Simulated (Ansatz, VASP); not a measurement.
Given: the input of a run of Ansatz 0.2.0 on Pb.

input.yaml

```yaml
crystal:
  lattice:
    - [0.0, 2.47502, 2.47502]
    - [2.47502, 0.0, 2.47502]
    - [2.47502, 2.47502, 0.0]
  atoms:
    - { symbol: Pb, position: [0.0, 0.0, 0.0] }
hamiltonian:
  xc: rpbe
  pseudopotentials: { kind: paw }
kpoints:
  mp_grid: { grid: [9, 9, 9] }
scf:
  occupations: { method: gaussian, width: 0.05 }
output:
  forces: true
  stress: true
  eigenvalues: true
```

Potentials or basis: Ansatz PAW.

Launch:

```bash
$ ansatz run input.yaml --threads 2 --pin off --max-ram 5632MiB --backend cpu --events-out ev --progress --plain --runs-dir out
```

Question: Translate it to VASP 6.6.1. Potentials there: VASP PAW PBE potentials, release 54 (Pb_d).

Answer: As run (the cutoff follows the program's own potentials):

Contents of run.py:

```python
from ase.calculators.vasp import Vasp
from ase.dft.bandgap import bandgap
from ase.spacegroup import crystal

atoms = crystal(
    ['Pb'],
    basis=[[0.0, 0.0, 0.0]],
    spacegroup=225,
    setting=1,
    cellpar=[4.95004, 4.95004, 4.95004, 90.0, 90.0, 90.0],
    primitive_cell=True,
)
calc = Vasp(
    directory='calc',
    xc='rpbe',
    pp='PBE',
    setups='recommended',
    pp_version='54',
    prec='Accurate',
    encut=520,
    ediff=1e-06,
    ismear=0,
    sigma=0.05,
    lreal=False,
    lasph=True,
    nelm=100,
    algo='Normal',
    isif=2,
    lwave=False,
    lcharg=False,
    kpts=[9, 9, 9],
    gamma=True,
)
atoms.calc = calc

print('energy (eV):', atoms.get_potential_energy())
print('free energy (eV):', atoms.get_potential_energy(force_consistent=True))
print('forces (eV/A):')
print(atoms.get_forces())
print('stress (eV/A^3, Voigt):', atoms.get_stress())
print('Fermi level (eV):', calc.get_fermi_level())
gap, top, bottom = bandgap(calc)
print('band gap (eV):', gap, 'from (spin, k, band)', top, 'to', bottom)
```

Potentials or basis: VASP PAW PBE potentials, release 54 (Pb_d).

Launch:

```sh
$ python run.py
```

Both were run:

|  | VASP | Ansatz | Ansatz less VASP |
| --- | --- | --- | --- |
| gap on the k mesh at the Fermi level (eV) | none | none | - |
| pressure (GPa) | 3.8 | 3.9 | +0.06 |

A gap of «none» marks a metal or a gap that the smearing closes. The functional is the same, so the differences come from potentials, cutoffs and numerics.

Caveats: the PAW data sets were made with another functional, which shifts forces and pressure a little (VASP); the PAW data sets come from PBE, with cores solved anew for the run's functional, which leaves a small shift of forces and pressure (Ansatz). The runs have no spin-orbit coupling, so splittings on Pb are missing.
